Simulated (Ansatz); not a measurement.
Start of a relaxation of AlN:

```
Al N
1.0
     3.90068    0.00000    0.00000
     1.26125    3.69114    0.00000
     1.26125    0.90188    3.57927
Al N
3 3
Direct
  0.86629 0.86629 0.45311
  0.13371 0.54689 0.13371
  0.13371 0.13371 0.54689
  0.86629 0.45311 0.86629
  0.45311 0.86629 0.86629
  0.54689 0.13371 0.13371
```

All numbers below come from DFT PBE, scalar-relativistic, plane waves, PAW (Ansatz). Cutoff 420 eV, Gaussian smearing, Γ-centred meshes. Cell and atoms relax first on a coarse mesh and then on a converged one. In between, the cell is made exact in the group found at 0.06 Å. The steps can't lower the symmetry of their start. No spin polarisation in the relaxation; trial moments died out in a coarse test.

A guess keeps its type if space group and coordination stay and the shape of the cell changes little (axis ratios within about 15 %, angles within 6°); the volume may change.

**Question.** Will the relaxed cell still be of the starting type?

**Answer.** It doesn't keep its type. The symmetry goes from P1 (No. 1) to Fm-3m (No. 225), and the primitive cell from 6 to 2 atoms. The end has the rock salt type. The volume per atom shrinks by 1.8 %, from 8.6 to 8.4 Å³. The shortest distance goes from 1.87 Å (Al–N, Al–Al and N–N) to 2.04 Å (Al–N). Counting neighbours within 15 % of an atom's shortest distance, the start has Al 5, N 5 and the end Al 6, N 6. In detail, at the end Al has 6 N at 2.04 Å; N has 6 Al at 2.04 Å.

```
CELL_PARAMETERS angstrom
0.00000 2.03527 2.03527
2.03527 0.00000 2.03527
2.03527 2.03527 0.00000
ATOMIC_POSITIONS crystal
Al 0.50000 0.50000 0.50000
N 0.00000 0.00000 0.00000
```

Formation energies are uncorrected and refer to the elements' standard structures at the same level (N₂ as a molecule).

**Question.** At what energy does it end?

**Answer.** −1.200 eV/atom.

The last run used a 10×10×10 mesh for its 2-atom cell and Gaussian smearing of 0.02 eV. A later test with randomly moved atoms came back to the same energy, though modes that don't fit the test's cell weren't probed. Another cell of AlN relaxed alike, in P6_3mc, lies 154 meV/atom lower, so this cell isn't the stable form at this level.
